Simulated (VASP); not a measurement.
PbS in VASP 6.6.1, single-point calculation

INCAR

```
LCHARG = .FALSE.
GGA = PE
IBRION = -1
NSW = 0
EDIFF = 1E-5
LASPH = .TRUE.
ENCUT = 300
SIGMA = 0.1
PREC = Accurate
LREAL = .FALSE.
NELM = 57
ISIF = 2
ISMEAR = 0
LWAVE = .FALSE.
NBANDS = 17
```

KPOINTS

```
KPOINTS created by Atomic Simulation Environment
0
Gamma
8 8 8
0 0 0
```

POSCAR

```
Pb S
 1.0000000000000000
     0.0000000000000000    2.9274880227000000    3.0017010121999999
     2.9274880227000000    0.0000000000000000    3.0017010121999999
     2.9274880227000000    2.9274880227000000    0.0000000000000000
 Pb  S
   1   1
Cartesian
  0.0000000000000000  0.0000000000000000  0.0000000000000000
  2.9274880227000000  2.9274880227000000  3.0017010121999999
```

The recommended PBE PAW datasets give the neutral cell 20 valence electrons.

Command

```
mpirun -np 1 vasp_std
```

OSZICAR

```
N       E                     dE             d eps       ncg     rms          rms(c)
DAV:   1     0.127942396311E+03    0.12794E+03   -0.71807E+03  2094   0.818E+02
DAV:   2    -0.648177115827E+00   -0.12859E+03   -0.12433E+03  2210   0.255E+02
DAV:   3    -0.904306466138E+01   -0.83949E+01   -0.83600E+01  2597   0.719E+01
DAV:   4    -0.919851859093E+01   -0.15545E+00   -0.15536E+00  2628   0.109E+01
DAV:   5    -0.920389828296E+01   -0.53797E-02   -0.53793E-02  2926   0.183E+00    0.480E+00
DAV:   6    -0.872856710663E+01    0.47533E+00   -0.13297E+00  3213   0.763E+00    0.340E+00
DAV:   7    -0.872792931031E+01    0.63780E-03   -0.14097E-01  2401   0.187E+00    0.190E+00
DAV:   8    -0.873121526963E+01   -0.32860E-02   -0.15483E-02  2345   0.134E+00    0.199E-01
DAV:   9    -0.873086920396E+01    0.34607E-03   -0.29041E-03  3217   0.474E-01    0.843E-02
DAV:  10    -0.873103048958E+01   -0.16129E-03   -0.32965E-04  2329   0.115E-01    0.453E-02
DAV:  11    -0.873104272655E+01   -0.12237E-04   -0.66596E-05  2773   0.875E-02    0.222E-02
DAV:  12    -0.873104337050E+01   -0.64395E-06   -0.34269E-06  1515   0.175E-02
   1 F= -.87310434E+01 E0= -.87309939E+01  d E =-.989821E-04
```

Standard output (part)

```
POSCAR found type information on POSCAR PbS
 POSCAR found :  2 types and       2 ions
 LDA part: xc-table for (Slater+PW92), standard interpolation
 POSCAR, INCAR and KPOINTS ok, starting setup
 WAVECAR not read
 entering main loop
```

From OUTCAR

```
k-points           NKPTS =     59   k-points in BZ     NKDIM =     59   number of bands    NBANDS=     17

   NELECT =      20.0000    total number of electrons

   dimension x,y,z NGX =    24 NGY =   24 NGZ =   24
   dimension x,y,z NGXF=    48 NGYF=   48 NGZF=   48

  energy-cutoff  :      300.00
  volume of cell :       51.45
      direct lattice vectors                 reciprocal lattice vectors
     0.000000000  2.927488023  3.001701012    -0.170794892  0.170794892  0.166572220
     2.927488023  0.000000000  3.001701012     0.170794892 -0.170794892  0.166572220
     2.927488023  2.927488023  0.000000000     0.170794892  0.170794892 -0.166572220

 k-points in reciprocal lattice and weights: KPOINTS created by Atomic Simulation Env
   0.00000000  0.00000000  0.00000000       0.002
   0.12500000  0.00000000  0.00000000       0.016
   0.25000000  0.00000000  0.00000000       0.016
   0.37500000  0.00000000  0.00000000       0.016
   0.50000000  0.00000000  0.00000000       0.008
   0.12500000  0.12500000  0.00000000       0.004
   0.25000000  0.12500000  0.00000000       0.016
   0.37500000  0.12500000  0.00000000       0.016
   ...

 E-fermi :   6.1844

 k-point     1 :       0.0000    0.0000    0.0000
  band No.  band energies     occupation
      1     -10.8247      2.00000
      2     -10.8247      2.00000
      3     -10.8192      2.00000
      4     -10.8177      2.00000
      5     -10.7987      2.00000
      6      -7.7204      2.00000
      7      -0.0006      2.00000
      8       3.6962      2.00000
      9       3.6962      2.00000
     10       3.8945      2.00000
     11      10.8905      0.00000
     12      11.4562      0.00000
     13      11.4563      0.00000
     14      12.6112      0.00000
     15      12.7655      0.00000
     16      12.7655      0.00000
     17      14.6286      0.00000

 k-point     2 :       0.1250    0.0000    0.0000
  band No.  band energies     occupation
      1     -10.8242      2.00000
      2     -10.8211      2.00000
      3     -10.8209      2.00000
      4     -10.8114      2.00000
      5     -10.8004      2.00000
      6      -7.5844      2.00000
      7      -0.4808      2.00000
      8       3.7511      2.00000
      9       3.8478      2.00000
     10       4.1389      2.00000
     11       9.8870      0.00000
     12      10.4166      0.00000
     13      10.6239      0.00000
     14      12.6819      0.00000
     15      13.0565      0.00000
     16      13.1288      0.00000
     17      15.7051      0.00000

 k-point     3 :       0.2500    0.0000    0.0000
  band No.  band energies     occupation
      1     -10.8333      2.00000
      2     -10.8234      2.00000
      3     -10.8214      2.00000
      4     -10.7951      2.00000
      5     -10.7933      2.00000
      6      -7.2058      2.00000
      7      -1.4940      2.00000
      8       3.9037      2.00000
      9       3.9554      2.00000
     10       4.8178      2.00000
     11       8.3173      0.00000
     12       9.1406      0.00000
     13       9.3504      0.00000
     14      12.8633      0.00000
     15      13.9421      0.00000
     16      13.9542      0.00000
     17      17.6739      0.00000

 ...

  Total        1.2105893      1.2105893      0.1396523      0.0000000      0.0000000      0.0000000
  in kB       37.6981225     37.6981225      4.3488154      0.0000000      0.0000000      0.0000000
  external PRESSURE =      26.5816868 kB  Pullay stress =       0.0000000 kB

 POSITION                                       TOTAL-FORCE (eV/Angst)
 -----------------------------------------------------------------------------------
      0.00000      0.00000      0.00000        -0.000000      0.000000      0.000000
      2.92749      2.92749      3.00170         0.000000     -0.000000     -0.000000
 -----------------------------------------------------------------------------------
    total drift:                                0.000000     -0.000000     -0.000000

  FREE ENERGIE OF THE ION-ELECTRON SYSTEM (eV)
  ---------------------------------------------------
  free  energy   TOTEN  =        -8.7310433705 eV

  energy  without entropy=       -8.7309443884  energy(sigma->0) =       -8.73099388
```

It converged. Results: gap between bands v and c on the k mesh 0.30 eV; least direct gap on the k mesh 0.30 eV; pressure 2.7 GPa. Band v is the last that the valence electrons fill when counted band by band, and c is the next.

For comparison, a separate PBE run of the intended cell, on usual settings and not on those above, gives a gap of 0.29 eV on its mesh and a pressure of 3.2 GPa.

The run above took about 12 s on one core of a shared host (Intel Xeon Platinum 8488C) and held 0.15 GiB at most.
